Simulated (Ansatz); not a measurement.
**PtSe2 (Sudovikovite) under changes of volume**

One of the cells (20.265 Å³/atom); the others are scaled copies at fixed shape and fractional positions:

```
Pt Se
1.0
     3.72400    0.00000    0.00000
    -1.86200    3.22508    0.00000
     0.00000    0.00000    5.06200
Pt Se
1 2
Direct
  0.00000 0.00000 0.00000
  0.66667 0.33333 0.75000
  0.33333 0.66667 0.25000
```

| Item | Value |
| --- | --- |
| Program | Ansatz 0.2.0 |
| Functional | PBEsol |
| Potentials or basis | all-electron LAPW, scalar-relativistic |
| Cutoff | 317 eV (chosen from the basis error) |
| Basis error allowed | 0.001 eV/atom |
| k mesh | 8 × 8 × 5 |
| Occupations | fermi-dirac, width 0.05 eV |
| Spin | no spin polarisation |

```tsv
volume (Å³/atom)	energy over the lowest point (meV/atom)	pressure (GPa)	largest force (eV/Å)
19.049	53.39	12.0	1.207
19.455	27.83	8.3	0.892
19.860	11.03	5.0	0.602
20.265	2.04	2.1	0.337
20.671	0.00	-0.5	0.094
21.076	4.15	-2.8	0.129
21.481	?	?	?
```

Q: What does the run at 21.481 Å³/atom give?

A: Energy over the lowest point 13.82 meV/atom; pressure -4.8 GPa; largest force 0.334 eV/Å.

Worked out: A Birch-Murnaghan fit of order 3 (a polynomial in V^(-2/3)) to the other rows has its minimum at 20.59 Å³/atom with B0 = V·E''(V) = 127 GPa and B' = 4.8 at fixed shape and positions, which overstates the stiffness. It gives 13.85 meV/atom at 21.481 Å³/atom, against the run's 13.82, and -dE/dV = -4.9 GPa, against -4.8.

Energies are extrapolated to zero smearing.

Caveats: forces of over 1 eV/Å show positions far from the minimum, so gaps and moduli don't describe the material at rest (some runs).

The runs don't all hold the same shells in valence.
